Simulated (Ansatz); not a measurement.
## Ta$_{2}$N: what symmetry allows forces and stress to be

```
Ta N
1.0
     3.14520    0.02861   -0.07321
    -1.54783    2.74694    0.02178
    -0.11454   -0.02678    5.24643
Ta N
2 1
Direct
  0.65309 0.24019 0.71613
  0.34691 0.75981 0.28387
  0.00000 0.00000 0.00000
```

Level of theory: DFT PBE, scalar-relativistic, plane waves, PAW in Ansatz 0.2.0.

Plane waves to 420 eV, a k mesh through Γ of 14×14×8 on the computed 3-atom cell and Gaussian smearing (0.10 eV); no spin polarisation.

This distorted cell has space group P-1, with 2 operations.

Question: Without a calculation: in which directions can each atom feel a force?

Answer: A force must be left unchanged by every operation that keeps its atom in place, so it lies in the space that those operations leave fixed. Atoms that the group maps onto each other feel forces of one size.
```json
{"atom": "Ta1", "site symmetry": "1", "operations at the site": "1", "equivalent to atom": "1", "allowed force (Cartesian)": "any direction"}
{"atom": "Ta2", "site symmetry": "1", "operations at the site": "1", "equivalent to atom": "1", "allowed force (Cartesian)": "any direction"}
{"atom": "N3", "site symmetry": "-1", "operations at the site": "2", "equivalent to atom": "3", "allowed force (Cartesian)": "none"}
```

That leaves 3 independent force components of 9. A relaxation in this cell that keeps the symmetry moves the atoms in these directions alone.

Question: And the stress tensor?

Answer: It must be invariant under the point group, which leaves 6 independent components.

Question: Do the computed values obey this?

Answer: Yes. Forces (eV/Å):
```
Ta1 -0.180  0.996  2.803
Ta2  0.180 -0.996 -2.803
N3   0.000  0.000  0.000
```

Stress (GPa, compression positive, xx yy zz yz xz xy): -21.39 -11.31 -17.96 6.78 5.10 -1.83. The program imposes the same operations on density, forces and stress, so this confirms the analysis and is no independent test of the calculation.

Spin–orbit coupling is left out, which can shift energies with elements as heavy as these. Spin polarisation was left out, and a magnetic state may lie lower.